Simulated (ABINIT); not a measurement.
TiAl:

```
Ti Al
1.0
     3.17906    0.00000    0.00000
     0.00000    3.17906    0.00000
     0.00000    0.00000    3.17906
Ti Al
1 1
Cartesian
  0.0000 0.0000 0.0000
  1.5895 1.5895 1.5895
```

The cell comes from a database or a generator and needn't be the stable form of this composition.

```yaml
Program: ABINIT 10.8.3 (patched build)
Task: single point
Functional: PBE
Potentials_or_basis: JTH PAW PBE v2.0
Cutoff: 544 eV
k_mesh: 8 × 8 × 8
Occupations: fermi-dirac, width 0.05 eV
Spin: no spin polarisation
```

On this cell: pressure 1.0 GPa; largest force zero by symmetry; band gap on the k mesh none (metal or under the smearing width).

The same run follows on a disturbed copy (atoms moved at random, drawn with an rms of 0.05 Å):

```
Ti Al
1.0
     3.17906    0.00000    0.00000
     0.00000    3.17906    0.00000
     0.00000    0.00000    3.17906
Ti Al
1 1
Direct
  0.99886 0.00758 0.00170
  0.50931 0.50647 0.50062
```

Problem. What does the disturbed cell give?

Solution. The energy (extrapolated to zero smearing) moves by +1.8 meV/atom; pressure 1.0 GPa; largest force 0.214 eV/Å; band gap on the k mesh none (metal or under the smearing width).

Forces in eV/Å, atoms in the order of the input:
```
Ti   0.212 -0.025 -0.023
Al  -0.212  0.025  0.023
```
